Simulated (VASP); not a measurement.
A run of VASP 6.6.1:

The input INCAR:

```
PREC     = Accurate       # precision mode
ENCUT    = 600            # plane-wave cutoff, eV
EDIFF    = 1E-7           # SCF threshold, eV
ISMEAR   = 0              # smearing method
SIGMA    = 0.03           # smearing width, eV
LREAL    = F              # projectors in reciprocal space
LASPH    = T              # aspherical terms in the spheres
NELM     = 80             # most SCF steps
ALGO     = Normal         # electronic algorithm
ISIF     = 3              # what is computed and relaxed
LWAVE    = F              # write WAVECAR
LCHARG   = F              # write CHGCAR
GGA      = PE             # functional
IVDW     = 12             # dispersion correction
IBRION   = 2              # ionic algorithm
NSW      = 90             # ionic steps
EDIFFG   = -0.005         # ionic threshold
KPAR     = 8
```

Contents of KPOINTS:

```
regular mesh
0
Gamma
  4 8 6
```

Contents of POSCAR:

```
GeSe                                    
1.0
   10.9599432066      0.0000000000      0.0000000000
    0.0000000000      3.8817305362     -0.0000000000
    0.0000000000     -0.0000000000      4.4232625829
  Ge              Se            
     4     4
Direct
     0.1229283764845039    0.7500000000000000    0.8900989593529866
     0.6229283764845042    0.7500000000000000    0.6099010406470134
     0.3770716235154962    0.2500000000000000    0.3900989593529867
     0.8770716235154958    0.2500000000000000    0.1099010406470133
     0.8545041563528211    0.7500000000000000    0.4986285406692339
     0.3545041563528214    0.7500000000000000    0.0013714593307662
     0.6454958436471789    0.2500000000000000    0.9986285406692338
     0.1454958436471787    0.2500000000000000    0.5013714593307662
```

Potentials or basis: VASP PAW PBE potentials, release 64 (Ge_d, Se).

Command:

```bash
$ cat potpaw_PBE.64/Ge_d/POTCAR potpaw_PBE.64/Se/POTCAR > POTCAR
$ mpirun -np 8 vasp_std > vasp.out
```

Hardware: 8 MPI ranks on Intel(R) Xeon(R) Platinum 8375C CPU @ 2.90GHz (Ice Lake), on a shared host.

Q: Estimate the wall time of this run.

A: Wall time 35 min on 8 MPI ranks on Intel(R) Xeon(R) Platinum 8375C CPU @ 2.90GHz (Ice Lake), on a shared host, peak memory 0.73 GiB a rank. Counts: scf iterations 153, k points 60, ion steps 24.
